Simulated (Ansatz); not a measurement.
Electrostatic potentials at the N nuclei in Si3N4 at a changed volume

Cell: an entry of the Crystallography Open Database (COD), relaxed with PBE at fixed cell and then changed (volume scaled by 1.04, ions relaxed).

Space group P6_3/m (No. 176); a = 7.6949, c = 2.9405 Å, γ = 120.00°.

| site | Wyckoff | site symmetry | x | y | z |
| --- | --- | --- | --- | --- | --- |
| Si | 6h | m.. | 0.7696 | 0.1756 | 0.2500 |
| N7 | 6h | m.. | 0.0315 | 0.3301 | 0.2500 |
| N13 | 2d | -6.. | 0.3333 | 0.6667 | 0.7500 |

One atom of each set is listed.

All values are calculated (Ansatz; DFT, PBE, plane waves and PAW (field gradients read without the response of the frozen cores, which leaves them typically 4 to 6 % off), scalar-relativistic, 420 eV cutoff, Γ-centred 4×4×10 k-points, Fermi–Dirac smearing 0.02 eV), not measured.

The potential at a nucleus is that of all electrons and the other nuclei. A higher potential binds the core electrons more strongly, so differences between sites of one element are the initial-state part of core-level shifts.

(1) Rank the N sites by the potential at the nucleus, lowest first, and give each against the lowest.
A. N7: 3 Si at 1.75–1.76 Å
B. N13: 3 Si at 1.75 Å

## Answers

(1) B (0.00 V), A (0.37 V).
